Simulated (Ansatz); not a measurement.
P:

```
P
1.0
     1.64774   -5.46504    0.00000
     1.64774    5.46504    0.00000
     0.00000    0.00000    4.54364
P
4
Direct
  0.90414 0.09586 0.58882
  0.09586 0.90414 0.41118
  0.59586 0.40414 0.08882
  0.40414 0.59586 0.91118
```

Program: Ansatz 0.2.0. Alike in all runs: task projected density of states; potentials or basis Ansatz PAW; no spin polarisation; cell as given; k mesh 5 × 5 × 4; cutoff (eV) 420; smearing fermi-dirac 0.05 eV.

Order these runs on this cell by their pressure, lowest first.
A. level BLYP
B. level HSE06
C. level LDA
D. level RPBE

C (-2.0 GPa), B (-0.1 GPa), D (3.9 GPa), A (6.5 GPa).

Caveats: odd divisions of the mesh miss points on the zone boundary, where band edges often lie, so the gap on the mesh can be too wide; the PAW data sets come from PBE, with cores solved anew for the run's functional, which leaves a small shift of forces and pressure; the density of states is complete only up to the lowest level of the last band computed; the thresholds are loose for stress (some runs).

Runs at the PBE level aren't shown here.
